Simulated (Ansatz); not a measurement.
# 3-layer 2H-WSe2 (2H stacking) in a perpendicular field, part 2 of 3

Aim: how the 3-layer 2H-WSe2 (2H stacking) screens a field along its normal, and what the field does to its bands. A positive field points along +c.

Ansatz 0.2.0; plane-wave DFT, PBE-D3(BJ), Ansatz PAW.

So far. Step 2 (Relaxing the slab): The lattice constant a goes from 3.320 to 3.281 Å.

### Step 3. Single point, field 0, start network

A sawtooth potential applies the field, turning back in the middle of the vacuum. With the dipole correction the typed value is the field outside the slab. The induced dipole is small, so the SCF threshold is tight.

The cell differs from the one that the last finished run ended in (c 65.821 → 34.170 Å).

Input file input.yaml:

```yaml
crystal:
  lattice:
    - [3.281218096, 0.0, 0.0]
    - [-1.640609048, 2.8416182265, 0.0]
    - [0.0, 0.0, 34.1702538139]
  atoms:
    - { symbol: Se, position: [0.3333333333, 0.6666666667, 0.2633869812] }
    - { symbol: W, position: [0.0, 0.0, 0.3127105443] }
    - { symbol: Se, position: [0.3333333333, 0.6666666667, 0.3620140339] }
    - { symbol: Se, position: [0.0, 0.0, 0.4507280066] }
    - { symbol: W, position: [0.3333333333, 0.6666666667, 0.5] }
    - { symbol: Se, position: [0.0, 0.0, 0.5492719934] }
    - { symbol: Se, position: [0.3333333333, 0.6666666667, 0.6379859661] }
    - { symbol: W, position: [0.0, 0.0, 0.6872894557] }
    - { symbol: Se, position: [0.3333333333, 0.6666666667, 0.7366130188] }
kpoints:
  mp_grid: { grid: [18, 18, 1] }
  band_path:
    path: [[0, 0, 0], [0.5, 0, 0], [0.33333333, 0.33333333, 0], [0, 0, 0]]
    npoints: 16
hamiltonian:
  xc: pbe
  dispersion: d3bj
scf:
  occupations: { method: fermi_dirac, width: 0.02585 }
  convergence: { dr2_threshold: 1.0e-10 }
efield:
  axis: 3
  dipole_correction: true
  ramp_position: 0.97
  ramp_width: 0.06
  amplitude: 0
output:
  dos: { projected: true, e_range: [-6, 5] }
  write_potential: true
  write_density: true
  volumetric_format: npy
  elf: true
```

Command:

```bash
$ ansatz run input.yaml --threads 4 --pin off --max-ram 16384MiB --backend cpu --events-out ev --progress --plain --runs-dir out
```

Numbers of over 12 decimals in the logs are rounded to 6 here.

Output:

```text
[...]
Crystal: 9 atoms, lattice volume = 318.602 Å³
Basis set: ecut = 420 eV, 6343 PW (Γ)
Bands: 83, of which v1, the nominal top of the filled ones, is band 69 counted from 1 (68 counted from 0)
Symmetry: 6 space group operations
k-points: 37 of 324 (time reversal used)
[...]
SCF iter   1: F=—  HF=-63977.646679 eV  |F-HF|=—  |Δ(HF+E_count)|=         —  Δρ=3.51e-3  dr2=7.54e-2  ethr=1.77e-3  p=0.000 e·Å  D=2.69e-14 V/Å  ΔV_dip=-0.00 eV  dr2_dipole=8.36e-9  V_vac-E_F(+/−)=4.15/4.15 eV  ⟨swp⟩=7.9  Hψ=12146  notcnv=0  defer=13
efield: sawtooth ramp at fractional position 0.9700 (set: `efield.ramp_position`, or a place that a band, a saddle search or an elastic batch's reference lends), width 0.0600; the density the first Hamiltonian is built on has a dipole p = 0.000 e·Å; the dipole correction subtracts the counter field D = 2.69e-14 V/Å, which shifts the + side's vacuum level by -0.00 eV against the − side's; the planar-averaged density in the ramp window peaks in size at 1.1e-5 e/Å³
[...]
SCF iter   2: F=—  HF=-63977.653697 eV  |F-HF|=—  |Δ(HF+E_count)|=   7.02e-3  Δρ=2.12e-3  dr2=3.28e-2  ethr=5.46e-5  p=0.000 e·Å  D=1.38e-5 V/Å  ΔV_dip=-0.00 eV  dr2_dipole=3.17e-8  V_vac-E_F(+/−)=4.41/4.41 eV  ⟨swp⟩=2.9  Hψ=4930  notcnv=0  defer=202
[...]
SCF iter  13: F=-63977.657529 eV  HF=-63977.657529 eV  |F-HF|=1.46e-11  |Δ(HF+E_count)|=  7.28e-12  Δρ=3.81e-8  dr2=2.11e-11  ethr=1.00e-12  p=-0.000 e·Å  D=-1.80e-8 V/Å  ΔV_dip=0.00 eV  dr2_dipole=3.63e-14  V_vac-E_F(+/−)=4.30/4.30 eV  ⟨swp⟩=2.0  Hψ=5773  notcnv=0
SCF 1 converged in 13 iterations: F = -63977.657529 eV  dr2 = 2.11e-11
[...]
NSCF: frozen V_eff on 49 k-points
efield: sawtooth ramp at fractional position 0.9700 (kept from the solve that this one continues, or follows in the run), width 0.0600; the density the first Hamiltonian is built on has a dipole p = -0.000 e·Å; the dipole correction subtracts the counter field D = -1.80e-8 V/Å, which shifts the + side's vacuum level by +0.00 eV against the − side's; the planar-averaged density in the ramp window peaks in size at 9.5e-6 e/Å³
[...]
SCF converged after 13 iterations
Free energy (F): -63977.657529 eV
[...]
Internal energy: -63977.657529 eV  (E = F + TS)
E sigma→0 (E₀):  -63977.657529 eV
Fermi energy:    5.843003 eV
Dipole field:    D = 0.000000 V/Å  (p = 0.000000 e·Å, saw-weighted, corrected)
Work function:   Φ+ = 4.3013 eV   Φ− = 4.3013 eV
Levels:          The Fermi level and band energies are counted from a zero that moves with the ramp; work functions are not
[...]
--- Band table (eV; the first three rows and the last of 37) ---
  k-point 0: bands = [... 65 lower, 3.9357, 4.4074, 5.0435, 5.3188, 8.0243, 8.0243, 8.0412, 8.0412, ... 10 higher]
  k-point 1: bands = [... 65 lower, 4.0519, 4.4179, 5.0155, 5.2499, 7.9360, 7.9473, 7.9618, 7.9975, ... 10 higher]
  k-point 2: bands = [... 65 lower, 4.1265, 4.4202, 4.8844, 5.0325, 7.5328, 7.6064, 7.6996, 7.7275, ... 10 higher]
  k-point 36: bands = [... 65 lower, 2.7711, 4.9554, 5.0630, 5.1652, 6.7610, 6.7732, 6.7733, 7.3412, ... 10 higher]
```

Run time: 70 s. Hardware: 4 threads of Arm Neoverse V1, shared host; peak memory 1.5 GiB.

Reading the cycles: dr2 is the Hartree energy of the density residual (eV), the measure of convergence; HF is the Harris–Foulkes estimate of the energy, which meets the free energy F at convergence.

This step gave:

* gap on the k-mesh: 1.100 eV
* dipole along the normal: 3.26e-7 e·Å
* gap along the path: 1.085 eV
* smallest direct gap along the path: 1.596 eV
* ionisation energy, upper face: 4.826 eV
* electron affinity, upper face: 3.741 eV
* gap, the smaller of path and mesh: 1.085 eV

Running mean over a fixed 2.7 Å (it still follows the layers) of the planar mean; the ramp of the sawtooth is left out. The electron's electrostatic potential energy less the Fermi level by z:

| z (Å) | electron's electrostatic potential energy less the Fermi level (eV) |
| --- | --- |
| 4 | 4.30 |
| 5 | 4.30 |
| 6 | 4.25 |
| 7 | 3.31 |
| 8 | -0.173 |
| 9 | -4.75 |
| 10 | -9.96 |
| 11 | -10.2 |
| 12 | -7.34 |
| 13 | -1.91 |
| 14 | -0.835 |
| 15 | -2.71 |
| 16 | -8.72 |
| 17 | -10.3 |
| 18 | -9.43 |
| 19 | -3.48 |
| 20 | -0.890 |
| 21 | -1.44 |
| 22 | -6.16 |
| 23 | -10.2 |
| 24 | -10.1 |
| 25 | -5.92 |
| 26 | -0.829 |
| 27 | 2.81 |
| 28 | 4.22 |
| 29 | 4.30 |
| 30 | 4.30 |

The density of states has structure finer than the step of the table below, so its rows give means over 0.2 eV, whole bins alone (the curve runs from -6 to 2.55 eV). Peaks (eV: height): -4.95: 18.7, -4.70: 17.6, -2.58: 14.7, -1.42: 14.8, 1.58: 18.8, 1.66: 18.9, 2.02: 19.0.

Density of states against energy, zero at the Fermi level of the run, which the smearing sets inside the gap; means over each step:

energy (eV), density of states (states/eV a cell) and a bar:
```
     -5.8        5.8 ############
     -5.6        4.9 ##########
     -5.4        3.1 ######
     -5.2        7.2 ###############
     -5.0       10.7 ######################
     -4.8        7.2 ###############
     -4.6        5.8 ############
     -4.4        4.9 ##########
     -4.2        5.7 ############
     -4.0        9.1 ###################
     -3.8        8.8 ##################
     -3.6        6.1 #############
     -3.4        4.9 ##########
     -3.2        6.8 ##############
     -3.0       10.2 #####################
     -2.8       11.2 #######################
     -2.6       10.2 #####################
     -2.4        8.0 ################
     -2.2        7.3 ###############
     -2.0        5.6 ############
     -1.8        4.9 ##########
     -1.6        9.6 ####################
     -1.4        8.7 ##################
     -1.2        4.5 #########
     -1.0        2.9 ######
     -0.8        1.3 ###
     -0.6        0.2 #
     -0.4        0.0 
     -0.2        0.0 
      0.0        0.0 
      0.2        0.0 
      0.4        0.0 
      0.6        0.8 ##
      0.8        1.8 ####
      1.0        4.7 ##########
      1.2        6.1 #############
      1.4        7.0 ##############
      1.6       13.3 ############################
      1.8       13.5 ############################
      2.0       14.5 ##############################
      2.2        9.5 ####################
      2.4        7.5 ###############
```

Projected DOS per atom over height of the atomic layer and energy from the Fermi level. Layers: Se W Se Se W Se Se W Se from below.

Ten even steps from '0' (0.00 states/eV) to '9' (2.85 states/eV), each cell a mean:
```
151141151
292292292
291292192
141040141
010010010
000000000
000000000
000000000
000000000
030030030
261262162
221121122
323222323
434434434
333333333
121121121
333333333
222212222
222222222
333222333
111111111
222222222
```
Columns: height of the atomic layer (Å) from 9 to 25.2 (not evenly spaced); rows upwards: energy from the Fermi level (eV) from -5.96 to 2.5.

The electronic bands at the labelled points (eV, zero at the Fermi level of the run, which the smearing sets inside the gap):

| point | band 66 | band 67 | band 68 | band 69 | band 70 | band 71 | band 72 | band 73 |
| --- | --- | --- | --- | --- | --- | --- | --- | --- |
| Γ | -1.91 | -1.44 | -0.80 | -0.52 | 2.18 | 2.18 | 2.20 | 2.20 |
| halfway | -2.17 | -1.80 | -1.72 | -1.70 | 0.93 | 1.20 | 1.54 | 1.55 |
| M | -1.76 | -1.75 | -1.64 | -1.54 | 1.71 | 1.73 | 1.75 | 1.90 |
| halfway | -2.80 | -1.27 | -1.14 | -1.04 | 1.43 | 1.49 | 1.53 | 2.08 |
| K | -3.07 | -0.89 | -0.78 | -0.68 | 0.92 | 0.93 | 0.93 | 1.50 |
| halfway | -2.04 | -1.59 | -1.56 | -1.55 | 0.58 | 0.89 | 1.24 | 1.61 |
| Γ | -1.91 | -1.44 | -0.80 | -0.52 | 2.18 | 2.18 | 2.20 | 2.20 |

Electrostatic potential energy in the ca plane at fractional y = 0.667, with atoms of Se and W within 0.2 Å of it. With pseudopotentials it is smooth inside the atoms' cores, unlike the true potential.

Ten even steps from '0' (-37 eV) to '9' (10 eV), each cell a mean:
```
99999999999999999999988655789999999876788888
99999999999999999999988655789999999876688888
99999999999999999998888766788889999987788777
99999999999999999865568888875568999998886323
99999999999999999755646888755655899999872000
99999999999999999657755898746765899999860000
99999999999999999656655898746765899999861000
99999999999999999854457888854557999999874101
99999999999999999987778777887678999988887656
```
Columns run along c (16.0 Å, from fractional 0.05 to 0.52 of the cell; values clipped at the 3rd and 97th percentile), rows up along a (3.3 Å). Atoms in or near the plane, at fractional coordinates: Se at (0.26, 0.33), Se at (0.36, 0.33), W at (0.50, 0.33).

Valence density in the ca plane at fractional y = 0.667, with atoms of Se and W within 0.2 Å of it. It is the smooth field of the valence electrons, not physical close to the nuclei.

Ten steps, logarithmic in the rise over the least value, from '0' (0 e/Å³) to '9' (30 e/Å³), each cell a mean:
```
00000000000000000001111222111100000112211111
00000000000000000000111222111000000112211111
00000000000000000011111122111110000111111111
00000000000000000123322111123321000011112343
00000000000000000246742111236752100000124565
00000000000000001259962111248973100000125666
00000000000000001258852111237973100000124665
00000000000000000134432111124532100001113454
00000000000000000012221111112211000011111222
```
Columns run along c (16.0 Å, from fractional 0.05 to 0.52 of the cell), rows up along a (3.3 Å). Atoms in or near the plane, at fractional coordinates: Se at (0.26, 0.33), Se at (0.36, 0.33), W at (0.50, 0.33).

ELF in the ca plane at fractional y = 0.667, with atoms of Se and W within 0.2 Å of it. It is the smooth field of the valence electrons, not physical close to the nuclei.

Ten even steps from '0' (0.00) to '9' (0.89), each cell a mean:
```
00000000000000000123432232234331003787764333
00000000000000000012221233122210004788765434
00000000000000012456653222256654102677763222
00000000000000257888886322578888511345643454
00000000000002479996577423676689830013325767
00000000000012589984257423663269940001237526
00000000000002589985367423674379930012236647
00000000000001368998787423587789720134433676
00000000000000135777775222367776301466653232
```
Columns run along c (16.0 Å, from fractional 0.05 to 0.52 of the cell), rows up along a (3.3 Å). Atoms in or near the plane, at fractional coordinates: Se at (0.26, 0.33), Se at (0.36, 0.33), W at (0.50, 0.33).

The gap is 1.08 eV, with the valence edge 4.83 eV and the conduction edge 3.74 eV under the upper vacuum level. Spin-orbit coupling, left out in this run, matters for the bands of elements this heavy.

### Step 4. Atoms held, field 0.05 V/Å

Edit input.yaml of step 3 so:

```diff
@@ -31,5 +31,4 @@
   ramp_width: 0.06
-  amplitude: 0
+  amplitude: 0.05
 output:
-  dos: { projected: true, e_range: [-6, 5] }
   write_potential: true
@@ -37,2 +36 @@
   volumetric_format: npy
-  elf: true
```

Output:

```text
[...]
Crystal: 9 atoms, lattice volume = 318.602 Å³
Basis set: ecut = 420 eV, 6343 PW (Γ)
Bands: 83, of which v1, the nominal top of the filled ones, is band 69 counted from 1 (68 counted from 0)
Symmetry: 6 space group operations
k-points: 37 of 324 (time reversal used)
[...]
k-point 0: bands = [... 65 lower, 3.9638, 4.4071, 5.0426, 5.3206, 8.0086, 8.0086, 8.0418, 8.0418, ... 10 higher]
  k-point 1: bands = [... 65 lower, 4.0557, 4.4184, 5.0143, 5.2521, 7.9117, 7.9391, 7.9709, 7.9988, ... 10 higher]
  k-point 2: bands = [... 65 lower, 4.1266, 4.4212, 4.8822, 5.0358, 7.5199, 7.6120, 7.6868, 7.7435, ... 10 higher]
  k-point 36: bands = [... 65 lower, 2.7810, 4.9492, 5.0607, 5.1735, 6.7335, 6.7610, 6.8128, 7.3395, ... 10 higher]
[key lines of the parts left out:]
SCF converged after 15 iterations
Free energy (F): -63977.658613 eV
Fermi energy:    5.842748 eV
Dipole field:    D = 0.024618 V/Å  (p = 0.043346 e·Å, saw-weighted, corrected)
```

Wall time 73 s (4 threads); peak memory 1.4 GiB; 4.8 min of CPU time.

The dipole is 0.0433 e·Å, and the gap 1.081 eV.

### Step 5. Single point, field -0.05 V/Å

Edit input.yaml of step 4 so:

```diff
@@ -31,3 +31,3 @@
   ramp_width: 0.06
-  amplitude: 0.05
+  amplitude: -0.05
 output:
```

Output:

```text
[...]
Crystal: 9 atoms, lattice volume = 318.602 Å³
Basis set: ecut = 420 eV, 6343 PW (Γ)
Bands: 83, of which v1, the nominal top of the filled ones, is band 69 counted from 1 (68 counted from 0)
Symmetry: 6 space group operations
k-points: 37 of 324 (time reversal used)
[...]
k-point 0: bands = [... 65 lower, 3.9638, 4.4071, 5.0426, 5.3206, 8.0086, 8.0086, 8.0418, 8.0418, ... 10 higher]
  k-point 1: bands = [... 65 lower, 4.0557, 4.4184, 5.0143, 5.2521, 7.9117, 7.9391, 7.9709, 7.9988, ... 10 higher]
  k-point 2: bands = [... 65 lower, 4.1266, 4.4212, 4.8822, 5.0358, 7.5199, 7.6120, 7.6868, 7.7435, ... 10 higher]
  k-point 36: bands = [... 65 lower, 2.7810, 4.9492, 5.0607, 5.1735, 6.7335, 6.7610, 6.8128, 7.3395, ... 10 higher]
[key lines of the parts left out:]
SCF converged after 15 iterations
Free energy (F): -63977.658613 eV
Fermi energy:    5.842748 eV
Dipole field:    D = -0.024618 V/Å  (p = -0.043346 e·Å, saw-weighted, corrected)
```

The job ended after 73 s (4 threads; peak memory 1.4 GiB; 4.8 min of CPU time).

The dipole is -0.0433 e·Å, and the gap 1.081 eV.

### Step 6. Atoms held, field 0.1 V/Å

Edit input.yaml of step 5 so:

```diff
@@ -29,5 +29,5 @@
   dipole_correction: true
-  ramp_position: 0.97
-  ramp_width: 0.06
-  amplitude: -0.05
+  ramp_position: 0.9678
+  ramp_width: 0.0644
+  amplitude: 0.1
 output:
```

Output:

```text
[...]
Crystal: 9 atoms, lattice volume = 318.602 Å³
Basis set: ecut = 420 eV, 6343 PW (Γ)
Bands: 83, of which v1, the nominal top of the filled ones, is band 69 counted from 1 (68 counted from 0)
Symmetry: 6 space group operations
k-points: 37 of 324 (time reversal used)
[...]
k-point 0: bands = [... 65 lower, 4.0013, 4.4064, 5.0400, 5.3261, 7.9780, 7.9780, 8.0385, 8.0385, ... 10 higher]
  k-point 1: bands = [... 65 lower, 4.0670, 4.4198, 5.0109, 5.2583, 7.8723, 7.9233, 7.9549, 7.9977, ... 10 higher]
  k-point 2: bands = [... 65 lower, 4.1271, 4.4240, 4.8764, 5.0453, 7.4909, 7.6147, 7.6742, 7.7704, ... 10 higher]
  k-point 36: bands = [... 65 lower, 2.8050, 4.9319, 5.0561, 5.1945, 6.6937, 6.7607, 6.8521, 7.3345, ... 10 higher]
[key lines of the parts left out:]
SCF converged after 15 iterations
Free energy (F): -63977.661864 eV
Fermi energy:    5.841991 eV
Dipole field:    D = 0.049241 V/Å  (p = 0.086698 e·Å, saw-weighted, corrected)
```

Elapsed: 74 s, on 4 threads; peak memory 1.4 GiB; 4.9 min of CPU time.

The dipole is 0.0867 e·Å, and the gap 1.068 eV.

### Step 7. Single point, field -0.1 V/Å

Edit input.yaml of step 6 so:

```diff
@@ -31,3 +31,3 @@
   ramp_width: 0.0644
-  amplitude: 0.1
+  amplitude: -0.1
 output:
```

Output:

```text
[...]
Crystal: 9 atoms, lattice volume = 318.602 Å³
Basis set: ecut = 420 eV, 6343 PW (Γ)
Bands: 83, of which v1, the nominal top of the filled ones, is band 69 counted from 1 (68 counted from 0)
Symmetry: 6 space group operations
k-points: 37 of 324 (time reversal used)
[...]
k-point 0: bands = [... 65 lower, 4.0013, 4.4064, 5.0400, 5.3261, 7.9780, 7.9780, 8.0385, 8.0385, ... 10 higher]
  k-point 1: bands = [... 65 lower, 4.0670, 4.4198, 5.0109, 5.2583, 7.8723, 7.9233, 7.9549, 7.9977, ... 10 higher]
  k-point 2: bands = [... 65 lower, 4.1271, 4.4240, 4.8764, 5.0453, 7.4909, 7.6147, 7.6742, 7.7704, ... 10 higher]
  k-point 36: bands = [... 65 lower, 2.8050, 4.9319, 5.0561, 5.1945, 6.6937, 6.7607, 6.8521, 7.3345, ... 10 higher]
[key lines of the parts left out:]
SCF converged after 15 iterations
Free energy (F): -63977.661864 eV
Fermi energy:    5.841991 eV
Dipole field:    D = -0.049240 V/Å  (p = -0.086698 e·Å, saw-weighted, corrected)
```

Wall time 74 s (4 threads); peak memory 1.4 GiB.

The dipole is -0.0867 e·Å, and the gap 1.068 eV.

### Step 8. Atoms held, field 0.2 V/Å

Edit input.yaml of step 7 so:

```diff
@@ -31,3 +31,3 @@
   ramp_width: 0.0644
-  amplitude: -0.1
+  amplitude: 0.2
 output:
```

Output:

```text
[...]
Crystal: 9 atoms, lattice volume = 318.602 Å³
Basis set: ecut = 420 eV, 6343 PW (Γ)
Bands: 83, of which v1, the nominal top of the filled ones, is band 69 counted from 1 (68 counted from 0)
Symmetry: 6 space group operations
k-points: 37 of 324 (time reversal used)
[...]
k-point 0: bands = [... 65 lower, 4.0784, 4.4036, 5.0307, 5.3466, 7.9055, 7.9055, 8.0096, 8.0096, ... 10 higher]
  k-point 1: bands = [... 65 lower, 4.1058, 4.4257, 4.9991, 5.2815, 7.7892, 7.8541, 7.9440, 7.9467, ... 10 higher]
  k-point 2: bands = [... 65 lower, 4.1294, 4.4354, 4.8586, 5.0775, 7.4159, 7.5736, 7.6829, 7.7879, ... 10 higher]
  k-point 36: bands = [... 65 lower, 2.8691, 4.8757, 5.0491, 5.2547, 6.6136, 6.7597, 6.9303, 7.3147, ... 10 higher]
[key lines of the parts left out:]
SCF converged after 16 iterations
Free energy (F): -63977.674871 eV
Fermi energy:    5.839229 eV
Dipole field:    D = 0.098503 V/Å  (p = 0.173435 e·Å, saw-weighted, corrected)
```

Wall time 73 s (4 threads); peak memory 1.4 GiB.

The dipole is 0.173 e·Å, and the gap 1.021 eV.

### Step 9. Single point, field -0.2 V/Å

Edit input.yaml of step 8 so:

```diff
@@ -31,3 +31,3 @@
   ramp_width: 0.0644
-  amplitude: 0.2
+  amplitude: -0.2
 output:
```

Output:

```text
[...]
Crystal: 9 atoms, lattice volume = 318.602 Å³
Basis set: ecut = 420 eV, 6343 PW (Γ)
Bands: 83, of which v1, the nominal top of the filled ones, is band 69 counted from 1 (68 counted from 0)
Symmetry: 6 space group operations
k-points: 37 of 324 (time reversal used)
[...]
k-point 0: bands = [... 65 lower, 4.0784, 4.4036, 5.0307, 5.3466, 7.9055, 7.9055, 8.0096, 8.0096, ... 10 higher]
  k-point 1: bands = [... 65 lower, 4.1058, 4.4257, 4.9991, 5.2815, 7.7892, 7.8541, 7.9440, 7.9467, ... 10 higher]
  k-point 2: bands = [... 65 lower, 4.1294, 4.4354, 4.8586, 5.0775, 7.4159, 7.5736, 7.6829, 7.7879, ... 10 higher]
  k-point 36: bands = [... 65 lower, 2.8691, 4.8757, 5.0491, 5.2547, 6.6136, 6.7597, 6.9303, 7.3147, ... 10 higher]
[key lines of the parts left out:]
SCF converged after 16 iterations
Free energy (F): -63977.674871 eV
Fermi energy:    5.839229 eV
Dipole field:    D = -0.098503 V/Å  (p = -0.173435 e·Å, saw-weighted, corrected)
```

The job ended after 71 s (4 threads; peak memory 1.4 GiB; 4.7 min of CPU time).

The dipole is -0.173 e·Å, and the gap 1.021 eV.

(Part 2 of 3 ends here.)

[Logs are printed without paths, hosts, clocks, repeated set-up lines and the standing remarks that a program may print on its own settings, such as how far it seeks lower states.]

[Hosts, paths, dates, database ids (printed as entryN), source tags and the programs' standing remarks are cut or masked in the printed files.]

[Maps of the electrostatic potential energy from Ansatz leave out the sawtooth potential of an applied field or a dipole correction, so their vacuum need not be flat; planar profiles and work functions include it.]
